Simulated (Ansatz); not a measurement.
Here is an unrelaxed guess for TiC.

```
CELL_PARAMETERS angstrom
3.14437 0.00000 0.00000
-1.57219 2.72311 0.00000
0.00000 0.00000 10.36127
ATOMIC_POSITIONS crystal
Ti 0.66667 0.33333 0.75000
Ti 0.00000 0.00000 0.00000
Ti 0.33333 0.66667 0.25000
Ti 0.00000 0.00000 0.50000
C 0.33333 0.66667 0.87500
C 0.66667 0.33333 0.12500
C 0.66667 0.33333 0.37500
C 0.33333 0.66667 0.62500
```

Method: Ansatz 0.2.0, DFT PBE, scalar-relativistic, plane waves, PAW. Plane waves to 420 eV, a k mesh through Γ of 6×6×2 on the computed 8-atom cell and Gaussian smearing (0.10 eV); no spin polarisation.

Energies over the elements count from the elements' standard structures at the same level, with no fitted energy shifts.

Task: Estimate its pressure, forces and energy as it stands.

Result: The pressure is -17.5 GPa (the mean over three directions, positive in compression), the largest force is 0.23 eV/Å, and the energy is −0.68 eV/atom against the elements. The shortest distance is 2.23 Å.

Task: How much does it gain on relaxing, and where does it end?

Result: Relaxing gains under 0.1 eV/atom (the start's value is from the coarse mesh, so the gain is rough) in 12 ionic steps and ends at −0.74 eV/atom on the finer mesh. The symmetry stays P6_3/mmc (No. 194). The volume per atom shrinks by 8.2 %, from 11.1 to 10.2 Å³. The shortest distance goes from 2.23 Å (Ti–C) to 2.17 Å (Ti–C). Conventional cell: a = 3.101 Å, c = 9.783 Å. Ti on a site of symmetry -6m2 is surrounded by 6 C at 2.17 Å; Ti on a site of symmetry -3m has 6 C at 2.17 Å; around C lie 6 Ti at 2.17 Å and 1 C at 2.45 Å.

The last run used a 12×12×4 mesh (in the run's order of axes) for its 8-atom cell and Gaussian smearing of 0.10 eV. The reference form of C is held partly by dispersion forces, which this level lacks. The relaxation can't lower the symmetry of the start. A structure relaxed within its symmetry needn't be a true minimum.
